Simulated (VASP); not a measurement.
Write the native input for VASP 6.6.1 that does the following.

```
Task                   : relaxation of cell and atoms
Functional             : PBE
Potentials or basis    : VASP PAW PBE potentials, release 64 (Ag, Br)
Cutoff                 : 600 eV
k mesh                 : 8 × 8 × 8
Occupations            : gaussian, width 0.02 eV
Spin                   : no spin polarisation
Dipole correction      : no
Further INCAR settings : ALGO = Normal; EDIFF = 1e-06; IBRION = 2; EDIFFG = -0.005; NSW = 100; ISIF = 3
```

The structure of AgBr lies in POSCAR:

```
AgBr
1.0
    0.0000000000      2.8701500000      2.8701500000
    2.8701500000      0.0000000000      2.8701500000
    2.8701500000      2.8701500000      0.0000000000
Ag Br
1 1
Direct
    0.0000000000      0.0000000000      0.0000000000
    0.5000000000      0.5000000000      0.5000000000
```

The input as run:

INCAR

```
PREC = Accurate ; ENCUT = 600
EDIFF = 1E-6 ; ISMEAR = 0
SIGMA = 0.02 ; LREAL = F
LASPH = T ; NELM = 80
ALGO = Normal ; ISIF = 3
LWAVE = F ; LCHARG = F
GGA = PE ; IBRION = 2
NSW = 100 ; EDIFFG = -0.005
```

KPOINTS

```
Automatic mesh
0
Gamma
  8 8 8
```

Potentials or basis: VASP PAW PBE potentials, release 64 (Ag, Br).

Launch:

```bash
$ cat potpaw_PBE.64/Ag/POTCAR potpaw_PBE.64/Br/POTCAR > POTCAR
$ mpirun -np 1 vasp_std > vasp.out
```

Results of the run:

```
Relaxed volume                         : 24.84 Å³/atom
Relaxed cell                           : a = 4.127 Å, b = 4.127 Å, c = 4.127 Å, α = 60.00°, β = 60.00°, γ = 60.00°
Space group after relaxing (to 0.05 Å) : Fm-3m (No. 225)
Energy gained by relaxing              : 8.2 meV/atom
Ionic steps                            : 3
Pressure after relaxing                : 0.0 GPa
Band gap on the k mesh                 : 0.69 eV, indirect (least direct gap 2.45 eV)
```

It took 49 s on 1 thread of AMD EPYC 7R13 Processor (Zen 3), on a shared host, peak memory 0.16 GiB.
